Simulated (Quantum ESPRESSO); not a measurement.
## Ag in Quantum ESPRESSO: the effect of target pressure

Ag:

```
Ag
1.0
     0.00000    2.04275    2.04275
     2.04275    0.00000    2.04275
     2.04275    2.04275    0.00000
Ag
1
Direct
  0.00000 0.00000 0.00000
```

Alike in all runs:

* Program: Quantum ESPRESSO 7.5
* Task: phonons
* Functional: PBE
* Potentials or basis: GBRV 1.5 PBE
* Cutoff: 762 eV
* Density cutoff: 6095 eV
* k mesh: 11 × 11 × 11
* Occupations: cold, width 0.2 eV
* Spin: no spin polarisation

Each run relaxes the cell or the atoms first.

```tsv
target pressure	relaxed volume (Å³/atom)	highest phonon frequency (cm⁻¹)
0 GPa	17.79	179
5 GPa	16.92	187
10 GPa	?	?
20 GPa	15.33	205
40 GPa	14.11	241
```

Question: What does the run with target pressure 10 GPa give?

Answer: Relaxed volume 16.27 Å³/atom; highest phonon frequency 190 cm⁻¹.

Worked out: In Murnaghan's law V^(-B') rises as a straight line in P. The other rows fit best with B' = 5.3, V0 = 17.79 Å³/atom and B0 = 88 GPa, which gives 16.27 Å³/atom at 10 GPa, against the run's 16.27. A parabola through the other rows of the highest phonon frequency, of slope 1.28 cm⁻¹ per GPa there, gives 192 cm⁻¹, against the run's 190.

Caveats: the q point doesn't lie on the k mesh, which can shift a metal's frequencies strongly unless the mesh is converged; the cell is more than 3 GPa from zero pressure, which shifts response properties (some runs); the mesh is thin for the phonons of a metal (some runs); the volume moved by over 15 % at a fixed basis, so the end points are rough (some runs).
